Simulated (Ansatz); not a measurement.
## Stack of Ta2NOS MXene under honeycomb BP, shifted by a third of the diagonal in a perpendicular field

Aim: how the stack of Ta2NOS MXene under honeycomb BP, shifted by a third of the diagonal screens a field along its normal, and what the field does to its bands. A positive field points along +c.

Calculated with Ansatz 0.2.0; plane-wave DFT, PBE-D3(BJ), Ansatz PAW.

## 1. The structure

The cell holds 7 atoms: 1 S, 2 Ta, 1 N, 1 O, 1 P and 1 B. Its edges and angles: a = 3.182 Å, b = 3.182 Å, c = 48.183 Å, α = 90.0°, β = 90.0°, γ = 120.0°. Regions: layer 1: Ta2NOS MXene, 5 atoms (1 S, 2 Ta, 1 N and 1 O); layer 2: honeycomb BP, 2 atoms (1 P and 1 B). Vacuum lies along c.

Coordinates:

```cif
data_structure
_symmetry_space_group_name_H-M 'P 1'
_symmetry_Int_Tables_number 1
_cell_length_a 3.1823
_cell_length_b 3.1823
_cell_length_c 48.1829
_cell_angle_alpha 90.000
_cell_angle_beta 90.000
_cell_angle_gamma 120.000
_cell_volume 422.57
loop_
_atom_site_label
_atom_site_type_symbol
_atom_site_fract_x
_atom_site_fract_y
_atom_site_fract_z
_atom_site_occupancy
S1 S 0.33333 0.66667 0.41093 1
Ta2 Ta 0.66667 0.33333 0.44886 1
N3 N 0.00000 0.00000 0.47469 1
Ta4 Ta 0.33333 0.66667 0.50053 1
O5 O 0.66667 0.33333 0.52577 1
P6 P 0.00000 0.00000 0.58907 1
B7 B 0.66667 0.33333 0.58907 1
```

## 2. Relaxing the slab

The starting cell is a guess, so the in-plane lattice and the atoms are relaxed first, with the slab cut off from its images along the normal.

File input.yaml:

```yaml
crystal:
  lattice:
    - [3.18229, 0.0, 0.0]
    - [-1.591145, 2.7559439822, 0.0]
    - [0.0, 0.0, 48.1829259374]
  atoms:
    - { symbol: S, position: [0.3333333333, 0.6666666667, 0.4109339484] }
    - { symbol: Ta, position: [0.6666666667, 0.3333333333, 0.4488595889], spin: 1.0 }
    - { symbol: "N", position: [0.0, 0.0, 0.4746926656] }
    - { symbol: Ta, position: [0.3333333333, 0.6666666667, 0.5005257424], spin: 1.0 }
    - { symbol: O, position: [0.6666666667, 0.3333333333, 0.5257656202] }
    - { symbol: P, position: [0.0, 0.0, 0.5890660516] }
    - { symbol: B, position: [0.6666666667, 0.3333333333, 0.5890660516] }
  periodic: [true, true, false]
magnetization:
  spin_polarized: true
kpoints:
  mp_grid: { grid: [12, 12, 1] }
hamiltonian:
  xc: pbe
  dispersion: d3bj
scf:
  occupations: { method: fermi_dirac, width: 0.05 }
  convergence: { dr2_threshold: 1.0e-09 }
relax:
  f_tol: 0.004
  max_steps: 90
  cell: {}
output:
  write_potential: true
  write_density: true
  volumetric_format: npy
```

The run is started by

```
> ansatz run input.yaml --threads 4 --pin off --max-ram 6144MiB --backend cpu --events-out ev --progress --plain --runs-dir out
```

Numbers of over 12 decimals in the logs are rounded to 6 here.

What it wrote:

```text
Warning: relax.cell: scf.convergence.dr2_threshold = 1e-9 eV is looser than the 2.02707514271e-10 eV advised for a relaxation that steers and ends on the stress (1e-10 eV for each atom of the cell: 7, times the square of relax.cell.stress_2d_tol = 0.05 N/m over 18.6 Å (the atoms' height at the walk's start and 5 Å past either face), 2.691e-2 GPa, over a crystal's default 0.05). What an SCF threshold leaves in a stress goes as its square root, and in the free energy as the threshold itself, and one threshold admits the most on a small cell: [figures from the program's tests cut] Set scf.convergence.dr2_threshold to 2.02707514271e-10 eV or tighter. [rest of the remark cut]
Engine: ansatz 0.2.0, x86_64-unknown-linux-gnu
Pseudopotentials: kind: paw
Pseudopotential: S, paw, valence charge 6, recommended cutoff 420 eV (normal), S.paw.azcp
Pseudopotential: Ta, paw, valence charge 13, recommended cutoff 420 eV (normal), Ta.paw.azcp
Pseudopotential: N, paw, valence charge 5, recommended cutoff 420 eV (normal), N.paw.azcp
Pseudopotential: O, paw, valence charge 6, recommended cutoff 420 eV (normal), O.paw.azcp
Pseudopotential: P, paw, valence charge 5, recommended cutoff 420 eV (normal), P.paw.azcp
Pseudopotential: B, paw, valence charge 3, recommended cutoff 420 eV (normal), B.paw.azcp
Functional definition: PBE
  parameter kappa = 0.804
  parameter beta = 0.066725
  exchange = pbe_x(kappa = kappa, mu = beta*pi^2/3)
  correlation = pbe_c(beta = beta)
Crystal: 7 atoms, lattice volume = 422.575 Å³
Basis set: ecut = 420 eV, 8297 PW (Γ), exchange–correlation on 48×48×648 points (8 copies of the dense FFT grid, shifted against one another)
Bands: 34, of which v1, the nominal top of the filled ones, is band 26 counted from 1 (25 counted from 0)
Symmetry: 6 space group operations
Space group: P3m1 (ITA 156), of the structure as read, at distance tolerance 7.5e-5 Å
Magnetic group: BNS 156.49 (UNI 1279), of the structure as read, at distance tolerance 7.5e-5 Å
k-points: 19 of 144 (time reversal used)
Non-local potential: S, projectors of the file, l = 0: 2, l = 1: 2, l = 2: 2
Non-local potential: Ta, projectors of the file, l = 0: 3, l = 1: 2, l = 2: 2, l = 3: 1
Non-local potential: N, projectors of the file, l = 0: 2, l = 1: 2, l = 2: 1
Non-local potential: O, projectors of the file, l = 0: 2, l = 1: 2, l = 2: 1
Non-local potential: P, projectors of the file, l = 0: 2, l = 1: 2, l = 2: 2
Non-local potential: B, projectors of the file, l = 0: 2, l = 1: 2, l = 2: 1
PAW form: soft (Blöchl's): semilocal exchange-correlation on the pseudo side does not see the compensation charge
PAW one-centre angular grid: S, 110 points (default); XC on 64 Gauss nodes
PAW one-centre angular grid: Ta, 590 points (default); XC on 64 Gauss nodes
PAW one-centre angular grid: N, 110 points (default); XC on 64 Gauss nodes
PAW one-centre angular grid: O, 110 points (default); XC on 64 Gauss nodes
PAW one-centre angular grid: P, 110 points (default); XC on 64 Gauss nodes
PAW one-centre angular grid: B, 110 points (default); XC on 64 Gauss nodes
Starting moments: Σ|m| = 2 μB on 2 of 7 sites
Initial wavefunctions: pseudopotential atomic-orbital guess
Functional: x = pbe(κ = 0.804, μ = 0.219515), c = pbe(β = 0.066725)
SCF iter   1: F=—  HF=-22639.333581 eV  |F-HF|=—  |Δ(HF+E_count)|=         —  Δρ=2.92e-2 (↑2.92e-2 ↓2.68e-2)  dr2=1.65e1  dr2_m=1.41e-1  M=0.628 μB ∫|m|=0.818 μB  β_m=0.30  ethr=3.10e-3  ⟨swp⟩=16.1  Hψ=10305  notcnv=0  defer=2
Mixer restart at iter 1: flushing history
preconditioner: auto → LDOS  [metal: Δε(μ)=0.022 eV  Ē_g=9.658 eV  σ=0.050 eV  W_gap=0.11  n_scr=28 (ndim 8)  ℏωp=10.4 eV  f_vac=0.734  D(μ)=2.10/eV (n_scr^D=14)]
spin=Collinear: LDOS preconditioning applied to the charge; magnetization (m = ρ↑ − ρ↓) channel mixes plain (no charge-response kernel on spin).
SCF iter   2: F=—  HF=-22636.453628 eV  |F-HF|=—  |Δ(HF+E_count)|=    2.88e0  Δρ=1.71e-2 (↑1.71e-2 ↓1.49e-2)  dr2=5.19e0  dr2_m=9.28e-2  M=0.444 μB ∫|m|=0.662 μB  β_m=0.46  ethr=3.10e-3  ⟨swp⟩=4.1  Hψ=3209  notcnv=0  defer=56
SCF iter   3: F=—  HF=-22635.408111 eV  |F-HF|=—  |Δ(HF+E_count)|=    1.05e0  Δρ=5.09e-3 (↑5.09e-3 ↓4.22e-3)  dr2=2.38e-1  dr2_m=2.00e-2  M=0.229 μB ∫|m|=0.401 μB  β_m=0.49  ethr=3.10e-3  ⟨swp⟩=4.5  Hψ=3394  notcnv=0  defer=60
SCF iter   4: F=—  HF=-22635.472392 eV  |F-HF|=—  |Δ(HF+E_count)|=         —  Δρ=2.83e-3 (↑2.83e-3 ↓2.43e-3)  dr2=3.12e-2  dr2_m=1.58e-2  M=0.051 μB ∫|m|=0.142 μB  β_m=0.49  ethr=4.67e-4  ⟨swp⟩=3.2  Hψ=2996  notcnv=0  defer=60
SCF iter   5: F=—  HF=-22635.475148 eV  |F-HF|=—  |Δ(HF+E_count)|=   2.76e-3  Δρ=1.39e-3 (↑1.39e-3 ↓1.21e-3)  dr2=4.93e-3  dr2_m=4.63e-3  M=0.030 μB ∫|m|=0.091 μB  β_m=0.66  ethr=6.12e-5  ⟨swp⟩=3.2  Hψ=2630  notcnv=0  defer=59
SCF iter   6: F=—  HF=-22635.478785 eV  |F-HF|=—  |Δ(HF+E_count)|=   3.64e-3  Δρ=3.47e-4 (↑3.13e-4 ↓3.47e-4)  dr2=1.80e-3  dr2_m=3.19e-4  M=0.007 μB ∫|m|=0.030 μB  β_m=0.59  ethr=9.67e-6  ⟨swp⟩=3.2  Hψ=2978  notcnv=0  defer=62
SCF iter   7: F=—  HF=-22635.478658 eV  |F-HF|=—  |Δ(HF+E_count)|=   1.27e-4  Δρ=1.95e-4 (↑1.84e-4 ↓1.95e-4)  dr2=2.14e-4  dr2_m=1.16e-4  M=0.004 μB ∫|m|=0.019 μB  β_m=0.70  ethr=3.52e-6  ⟨swp⟩=3.2  Hψ=2282  notcnv=0  defer=62
SCF iter   8: F=—  HF=-22635.478762 eV  |F-HF|=—  |Δ(HF+E_count)|=   1.04e-4  Δρ=5.57e-5 (↑5.57e-5 ↓5.43e-5)  dr2=7.82e-6  dr2_m=1.04e-5  M=0.001 μB ∫|m|=0.006 μB  β_m=0.73  ethr=4.20e-7  ⟨swp⟩=3.2  Hψ=2698  notcnv=0  defer=63
SCF iter   9: F=—  HF=-22635.478773 eV  |F-HF|=—  |Δ(HF+E_count)|=   1.15e-5  Δρ=1.94e-5 (↑1.41e-5 ↓1.94e-5)  dr2=2.10e-6  dr2_m=9.05e-7  M=0.000 μB ∫|m|=0.002 μB  β_m=0.77  ethr=1.53e-8  ⟨swp⟩=3.4  Hψ=3049  notcnv=0  defer=63
SCF iter  10: F=—  HF=-22635.478774 eV  |F-HF|=—  |Δ(HF+E_count)|=   1.09e-6  Δρ=5.02e-6 (↑4.70e-6 ↓5.02e-6)  dr2=4.99e-7  dr2_m=5.70e-8  M=-0.000 μB ∫|m|=0.000 μB  β_m=0.70  ethr=4.11e-9  ⟨swp⟩=3.6  Hψ=2894  notcnv=0  defer=63
SCF iter  11: F=—  HF=-22635.478774 eV  |F-HF|=—  |Δ(HF+E_count)|=   7.97e-9  Δρ=1.76e-6 (↑1.76e-6 ↓9.89e-7)  dr2=1.24e-8  dr2_m=5.28e-9  M=-0.000 μB ∫|m|=0.000 μB  β_m=0.74  ethr=9.79e-10  ⟨swp⟩=3.3  Hψ=2502  notcnv=0  defer=63
SCF iter  12: F=—  HF=-22635.478774 eV  |F-HF|=—  |Δ(HF+E_count)|=   3.08e-8  Δρ=7.56e-7 (↑3.62e-7 ↓7.56e-7)  dr2=4.02e-9  dr2_m=8.42e-10  M=-0.000 μB ∫|m|=0.000 μB  β_m=0.77  ethr=2.42e-11  ⟨swp⟩=3.6  Hψ=3070  notcnv=0  defer=63
SCF iter  13: F=—  HF=-22635.478774 eV  |F-HF|=—  |Δ(HF+E_count)|=   2.85e-8  Δρ=2.20e-7 (↑2.20e-7 ↓2.17e-7)  dr2=1.57e-10  dr2_m=1.51e-10  M=-0.000 μB ∫|m|=0.000 μB  β_m=0.88  ethr=7.89e-12  ⟨swp⟩=3.1  Hψ=2463  notcnv=0  defer=63
[...]
relax step   6: F+E_penalty+E_count = -22636.13632535 eV  Δ(F+E_penalty+E_count) = -4.718e-4 eV  max|allowed force component| = 5.019e-2 eV/Å  Δτ_max = 0.0299 Å  P = +0.111 N/m  Ω = 425.972 Å³  energy of the carried Pulay correction = -1.373e-3 eV  fix = [c, alpha, beta]  reactions: c +0.000 N/m  (11 SCF iters, accepted)
[...]
relax step   7: F+E_penalty+E_count = -22636.13641787 eV  Δ(F+E_penalty+E_count) = -9.251e-5 eV  max|allowed force component| = 1.017e-2 eV/Å  Δτ_max = 0.0035 Å  P = -0.011 N/m  Ω = 426.066 Å³  energy of the carried Pulay correction = -1.411e-3 eV  fix = [c, alpha, beta]  reactions: c -0.000 N/m  (8 SCF iters, accepted)
[...]
relax step   8: F+E_penalty+E_count = -22636.13642522 eV  Δ(F+E_penalty+E_count) = -7.353e-6 eV  max|allowed force component| = 1.099e-3 eV/Å  Δτ_max = 0.0009 Å  P = -0.002 N/m  Ω = 426.055 Å³  energy of the carried Pulay correction = -1.407e-3 eV  fix = [c, alpha, beta]  reactions: c -0.000 N/m  (6 SCF iters, accepted)
Initial wavefunctions: pseudopotential atomic-orbital guess (no wavefunctions were taken with the density)
iter 1 solved again at ethr=1.96e-7 eV; its pass at ethr=3.10e-3 eV (dr2=1.00e-4 eV) is discarded
SCF iter   1: F=—  HF=-22636.136739 eV  |F-HF|=—  |Δ(HF+E_count)|=         —  Δρ=2.55e-5 (↑2.55e-5 ↓2.55e-5)  dr2=4.57e-7  dr2_m=3.29e-11  M=0.000 μB ∫|m|=0.000 μB  β_m=0.65  ethr=1.96e-7  ⟨swp⟩=7.0  Hψ=17758  notcnv=0
spin=Collinear: LDOS preconditioning applied to the charge; magnetization (m = ρ↑ − ρ↓) channel mixes plain (no charge-response kernel on spin).
SCF iter   2: F=—  HF=-22636.137611 eV  |F-HF|=—  |Δ(HF+E_count)|=   8.71e-4  Δρ=8.88e-6 (↑8.88e-6 ↓8.88e-6)  dr2=7.91e-8  dr2_m=6.24e-12  M=-0.000 μB ∫|m|=0.000 μB  β_m=0.57  ethr=8.96e-10  ⟨swp⟩=4.6  Hψ=3898  notcnv=0
SCF iter   3: F=—  HF=-22636.137817 eV  |F-HF|=—  |Δ(HF+E_count)|=   2.06e-4  Δρ=3.06e-6 (↑3.06e-6 ↓3.06e-6)  dr2=6.06e-9  dr2_m=1.24e-12  M=-0.000 μB ∫|m|=0.000 μB  β_m=0.66  ethr=1.55e-10  ⟨swp⟩=4.2  Hψ=2701  notcnv=0
SCF iter   4: F=—  HF=-22636.137874 eV  |F-HF|=—  |Δ(HF+E_count)|=   5.79e-5  Δρ=1.85e-7 (↑1.83e-7 ↓1.85e-7)  dr2=1.48e-9  dr2_m=9.54e-14  M=-0.000 μB ∫|m|=0.000 μB  β_m=0.64  ethr=1.19e-11  ⟨swp⟩=4.7  Hψ=3450  notcnv=0
SCF iter   5: F=-22636.137875 eV  HF=-22636.137875 eV  |F-HF|=6.59e-8  |Δ(HF+E_count)|=   4.58e-7  Δρ=7.48e-8 (↑7.32e-8 ↓7.48e-8)  dr2=3.63e-10  dr2_m=3.77e-14  M=-0.000 μB ∫|m|=0.000 μB  ethr=1.96e-12  ⟨swp⟩=20.2  Hψ=11425  notcnv=0
the starting moments were not kept: the SCF closed with an absolute magnetisation of 2.1e-7 μB, where they sum to 2 μB in size (2 sites). That is at most 0.1 of that sum. Measured as dr2_m measures the in/out step, that magnetisation stands 7.9e-15 eV from none, at or under the dr2_threshold of 1.0e-9 eV: it is no larger than a step whose dr2_m would equal this threshold.
SCF 9 converged in 5 iterations: F = -22636.137875 eV  dr2 = 3.63e-10
relax step   9: F+E_penalty+E_count = -22636.13787499 eV  Δ(F+E_penalty+E_count) = -1.450e-3 eV  max|allowed force component| = 1.143e-3 eV/Å  Δτ_max = 0.0000 Å  P = +0.030 N/m  Ω = 426.055 Å³  fix = [c, alpha, beta]  reactions: c +0.000 N/m  stress off target by 3.01e-2 N/m on what of the cell is left free  SCF on the basis re-selected at this cell (its energy is not comparable with the rows above)  (5 SCF iters)
basis re-selected at this cell: Δ(F+E_penalty+E_count) = -1.450e-3 eV, ΔP = +0.032 N/m vs the last step (what re-selecting the basis moved, of the pressure what is left beyond the Pulay correction that the steps carried, after the strain that the cell walked since its last selection, with what the two solves' SCF thresholds leave and, on support functions, any second-order correction that the steps lacked; it is no m [...]
WARN: The output density's exchange-correlation potential varies sharply where the density is thin. Do not read a vacuum level from v_tot or v_xc, or from such a field of the output density. On a cell that repeats whose density bears no net charge and no dipole along the vacuum's axis use v_es (v_loc + v_h of the components); under efield.dipole_correction with no amplitude use v_es + v_field, which holds any externa [...]
SCF converged after 5 iterations
Magnetization: -0.0000 μB (25.5000 up, 25.5000 down)
Absolute magnetization: 0.0000 μB (∫|ρ↑−ρ↓|, with the PAW one-centre terms)
Spin contamination: 0.0000 ħ² per cell (⟨S²⟩ above its minimum at these occupations)
Per-site moments (μB) at R_I (Å): [(1.5452225987575378e-8, 1.012818), (-1.7643170061516498e-8, 0.916088), (7.340865753885298e-9, 0.887926), (2.135454833145126e-8, 0.874692), (-4.986835005680671e-8, 0.874692), (4.711863745154543e-10, 0.760999), (-4.165444658004212e-10, 0.760999)]
Free energy (F): -22636.137875 eV
Harris-Foulkes:  -22636.137875 eV  (|F-HF|=6.59e-8)
Internal energy: -22636.127265 eV  (E = F + TS)
E sigma→0 (E₀):  -22636.132570 eV
Entropy (-TS):   -0.010610 eV (-1.516 meV/atom)
Fermi energy:    -5.016017 eV
--- Per-component energies (eV) ---
  E_band       = -1217.324474
  E_kinetic    = 1268.722663
  E_local      = -246741.044449  (includes V_loc(G=0)·N_el)
  E_nonlocal   = 196.923598
  E_hartree    = 122561.057905
  E_xc         = -763.422508
  E_vxc        = -767.392352  (∫ρ·V_xc dr)
  E_paw        = -18327.359180  (= ΣΔE_a)
  E_vpaw       = -296.650656  (= ΣTr[D̂ρ^β])
  E_aug_tail   = 0.002877  (compensation charges beyond the density's cutoff)
  E_ewald      = 119170.944766
  E_disp       = -1.952937  (pairwise vdW)
  E_smearing   = -0.010610  (= −TS)
  E_closure    = 0.000000  (closes the sum)
  Σ components = -22636.137875   (vs F -22636.137875, Δ=0.00e0)
--- Forces (eV/Å), atoms counted from 1 ---
  atom   1  S      0.00000000     0.00000000     0.00114127
  atom   2  Ta    -0.00000000    -0.00000000    -0.00071520
  atom   3  N      0.00000000    -0.00000000    -0.00024535
  atom   4  Ta     0.00000000    -0.00000000    -0.00049072
  atom   5  O      0.00000000    -0.00000000     0.00042327
  atom   6  P      0.00000000    -0.00000000    -0.00020549
  atom   7  B     -0.00000000    -0.00000000     0.00008051
  max |Σ_I F_I| component: 1.17e-5 eV/Å
--- 2D stress c σ (N/m, compression-positive) ---
        0.030092       0.000000      -0.000000
        0.000000       0.030092      -0.000000
       -0.000000      -0.000000       0.000000
  P = ½ c Tr σ = 0.0301 N/m
--- Band table (eV; the first three rows and the last of 38) ---
  k-point 0 ↑: bands = [... 22 lower, -6.7280, -6.7280, -6.2287, -6.2287, -5.6752, -4.1138, -3.6415, -3.6415, ... 4 higher]
  k-point 1 ↑: bands = [... 22 lower, -7.0386, -7.0080, -6.2322, -5.8065, -5.4166, -4.0282, -3.5533, -3.4866, ... 4 higher]
  k-point 2 ↑: bands = [... 22 lower, -7.4892, -7.2901, -6.6726, -5.2692, -4.9412, -3.8784, -3.1894, -3.0816, ... 4 higher]
  k-point 18 ↓: bands = [... 22 lower, -8.9342, -5.5061, -5.1648, -4.7736, -4.6064, -4.1363, -2.8424, -2.4629, ... 4 higher]
  the weakly bound empty levels are not read free of the cell's end (no_gap_told)
--- Relaxed structure (8 steps of the walk, 8 accepted, 1 SCFs on fresh bases) ---
  F+E_penalty+E_count = -22636.13787499 eV   max|allowed force component| = 1.143e-3 eV/Å   (the final SCF, on the basis selected at the relaxed cell)
  cell:  # Å, volume = 426.0549 Å³
    - [3.195368, 0.0, 0]
    - [-1.597684, 2.767270, 0]
    - [0, 0, 48.1829259374]
  atoms:
    - { symbol: S, position: [0.333333, 0.666667, 0.416972] }
    - { symbol: Ta, position: [0.666667, 0.333333, 0.450599] }
    - { symbol: N, position: [-8.947909463127011e-17, 5.286776307663633e-18, 0.476259] }
    - { symbol: Ta, position: [0.333333, 0.666667, 0.499276] }
    - { symbol: O, position: [0.666667, 0.333333, 0.520973] }
    - { symbol: P, position: [-9.569187278751345e-17, 5.286776307661739e-18, 0.587431] }
    - { symbol: B, position: [0.666667, 0.333333, 0.587399] }
```

Run time: 2.6 min. Hardware: 4 threads of Intel Xeon Platinum 8375C at 2.90GHz (Ice Lake), shared host; peak memory 1.1 GiB.

Relaxation path:

| step | energy less that of the first step (eV) | largest force component (eV/Å) | volume (Å³) |
| --- | --- | --- | --- |
| 1 | 0.0000 | 2.6235 | 422.57 |
| 2 | -0.5815 | 0.7784 | 421.04 |
| 3 | -0.6265 | 0.8992 | 427.03 |
| 4 | -0.6569 | 0.1310 | 425.17 |
| 5 | -0.6571 | 0.0842 | 425.64 |
| 6 | -0.6576 | 0.0502 | 425.97 |
| 7 | -0.6576 | 0.0102 | 426.07 |
| 8 | -0.6577 | 0.0011 | 426.05 |
| 9* | -0.6591 | 0.0011 | 426.05 |

Relaxation steps marked * repeat the geometry before them on a plane-wave basis chosen anew for their cell, so energy and pressure can jump there.

The run keeps the 6 symmetry operations that it works with, so distortions that break them were not tested.

| cell as run | before | after | change |
| --- | --- | --- | --- |
| a (Å) | 3.182 | 3.195 | +0.4 % |
| b (Å) | 3.182 | 3.195 | +0.4 % |

The atoms that moved most (Å, along periodic axes as changes of fractional coordinates times the final cell, across vacuum about the mean position):

| atom | dx | dy | dz | length |
| --- | --- | --- | --- | --- |
| S1 | 0.000 | 0.000 | 0.291 | 0.291 |
| O5 | 0.000 | 0.000 | -0.231 | 0.231 |
| Ta2 | 0.000 | 0.000 | 0.084 | 0.084 |
| B7 | 0.000 | 0.000 | -0.080 | 0.080 |
| P6 | 0.000 | 0.000 | -0.079 | 0.079 |
| N3 | 0.000 | 0.000 | 0.075 | 0.075 |
| Ta4 | 0.000 | 0.000 | -0.060 | 0.060 |

This step gave:

```yaml
energy_at_zero_smearing: -22636.1326 eV
```

The lattice constant a goes from 3.182 to 3.195 Å.

(Continued in part 2 of 3.)

[Logs are printed without paths, hosts, clocks, repeated set-up lines and the standing remarks that a program may print on its own settings, such as how far it seeks lower states.]

[Hosts, paths, dates, database ids (printed as entryN), source tags and the programs' standing remarks are cut or masked in the printed files.]

[Maps of the electrostatic potential energy from Ansatz leave out the sawtooth potential of an applied field or a dipole correction, so their vacuum need not be flat; planar profiles and work functions include it.]
